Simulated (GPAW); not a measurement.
Input of a GPAW 26.7.0 run:

run.py

```python
from ase import Atoms
from ase.dft.bandgap import bandgap
from ase.io import write
from ase.units import GPa
from gpaw import GPAW, PW

atoms = Atoms(['Te', 'Te', 'Te'],
              cell=[[4.454, 0.0, 0.0],
                    [-2.227, 3.8572771485, 0.0],
                    [0.0, 0.0, 5.924]],
              scaled_positions=[[0.731, 0.731, 0.0],
                                [0.0, 0.269, 0.6666666667],
                                [0.269, 0.0, 0.3333333333]],
              pbc=True)

calc = GPAW(mode=PW(1200),
            xc='PBE',
            kpts={'size': (5, 5, 3), 'gamma': True},
            occupations={'name': 'fermi-dirac', 'width': 0.05},
            nbands=19,
            convergence={'density': 1e-05, 'energy': 1e-05},
            maxiter=100,
            txt='gpaw.txt')
atoms.calc = calc
energy = atoms.get_potential_energy()
forces = atoms.get_forces()
stress = atoms.get_stress()
calc.write('gs.gpw')
write('result.traj', atoms)
print(f'Energy: {energy:.6f} eV')
print('Forces (eV/A):')
print(forces.round(4))
print('Stress (GPa):', (stress / GPa).round(3))
print('Fermi level:', round(calc.get_fermi_level(), 4), 'eV')
print(f'Gap: {bandgap(calc)[0]:.4f} eV, direct: {bandgap(calc, direct=True)[0]:.4f} eV')
```

Potentials or basis: GPAW PAW data sets (gpaw-data 1.2.1), pw.

Launch:

```bash
$ OMP_NUM_THREADS=1 python run.py
```

Q: Estimate the pressure.

A: 1.1 GPa.

Q: Estimate the band gap on the k mesh.

A: 0.91 eV, indirect (least direct gap 1.22 eV).

Q: Estimate the largest force.

A: 0.124 eV/Å.

Forces on the atoms (eV/Å):
```
Te  -0.062 -0.107  0.000
Te  -0.062  0.107  0.000
Te   0.124  0.000  0.000
```

Caveat: spin-orbit coupling is left out, which moves the levels of the heavy elements; an odd mesh through Γ misses points on the zone boundary, where band edges often lie.
